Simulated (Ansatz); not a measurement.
Density of states of InSe (C2/m, a = 11.632 Å, b = 4.101 Å, c = 5.075 Å, α = 90.00°, β = 109.64°, γ = 90.00°), in states per eV and primitive cell, averaged over bins of 0.4 eV. The calculation used Ansatz, DFT r2SCAN, scalar-relativistic, plane waves, PAW.

Plane waves to 500 eV, a k mesh through Γ of 8×8×6 on the computed 4-atom cell and Gaussian smearing (0.02 eV); no spin polarisation.

The cell is relaxed at this level. The states (both spins) are summed by tetrahedra on a 12×12×9 mesh at the self-consistent density. Energies are bin centres; the table starts no lower than −8 eV and ends at 6 eV, or lower where the solved bands end.

The gap is 1.52 eV at this level, with the zero inside it.

| E − E_F (eV) | total | Se 4p | In 5p | In 5s | Se 4s |
| --- | --- | --- | --- | --- | --- |
| -6.85 | 1.72 | 0.57 | 0.19 | 0.92 | 0.04 |
| -6.45 | 2.45 | 0.79 | 0.21 | 1.31 | 0.11 |
| -6.05 | 1.07 | 0.41 | 0.12 | 0.46 | 0.07 |
| -5.65 | 1.91 | 0.96 | 0.24 | 0.60 | 0.11 |
| -5.25 | 1.87 | 1.00 | 0.19 | 0.53 | 0.13 |
| -4.85 | 1.03 | 0.57 | 0.11 | 0.24 | 0.10 |
| -4.45 | 0.80 | 0.49 | 0.26 | 0.03 | 0.01 |
| -4.05 | 2.20 | 1.44 | 0.62 | 0.10 | 0.02 |
| -3.65 | 2.62 | 1.76 | 0.68 | 0.11 | 0.04 |
| -3.25 | 2.50 | 1.78 | 0.56 | 0.10 | 0.03 |
| -2.85 | 3.76 | 2.76 | 0.78 | 0.12 | 0.04 |
| -2.45 | 3.08 | 2.30 | 0.58 | 0.13 | 0.03 |
| -2.05 | 4.92 | 3.80 | 0.85 | 0.16 | 0.04 |
| -1.65 | 3.29 | 2.51 | 0.57 | 0.14 | 0.02 |
| -1.25 | 1.44 | 1.02 | 0.31 | 0.08 | 0.01 |
| -0.85 | 0.32 | 0.22 | 0.08 | 0.02 | 0.00 |
| -0.45 | 0.00 | 0.00 | 0.00 | 0.00 | 0.00 |
| -0.05 | 0.00 | 0.00 | 0.00 | 0.00 | 0.00 |
| 0.35 | 0.00 | 0.00 | 0.00 | 0.00 | 0.00 |
| 0.75 | 0.01 | 0.00 | 0.00 | 0.01 | 0.00 |
| 1.15 | 0.85 | 0.26 | 0.17 | 0.34 | 0.05 |
| 1.55 | 2.68 | 0.78 | 0.60 | 1.07 | 0.13 |
| 1.95 | 2.43 | 0.67 | 0.73 | 0.78 | 0.14 |
| 2.35 | 1.58 | 0.36 | 0.72 | 0.31 | 0.09 |
| 2.75 | 1.88 | 0.40 | 1.06 | 0.18 | 0.08 |
| 3.15 | 3.74 | 0.81 | 2.26 | 0.24 | 0.08 |
| 3.55 | 2.01 | 0.38 | 1.21 | 0.17 | 0.04 |
| 3.95 | 1.67 | 0.26 | 1.02 | 0.13 | 0.06 |
| 4.35 | 2.08 | 0.35 | 1.19 | 0.19 | 0.08 |
| 4.75 | 1.83 | 0.33 | 1.03 | 0.17 | 0.06 |
| 5.15 | 2.40 | 0.39 | 1.36 | 0.15 | 0.08 |
| 5.55 | 3.56 | 0.51 | 1.99 | 0.14 | 0.07 |

The columns after the total are the main Löwdin projections on the occupied valence shells of the potentials; 1 other is left out. The rest of the total lies in those, in shells that are empty in the free atom, which aren't projected, and between the atoms.

The cell holds layers, and where no dispersion correction was added their binding is poorly described.

This form isn't the usual stable structure of the compound.

Cost: 1 run of about 4.7 core-minutes, on AMD EPYC (Zen 3) (shared hosts).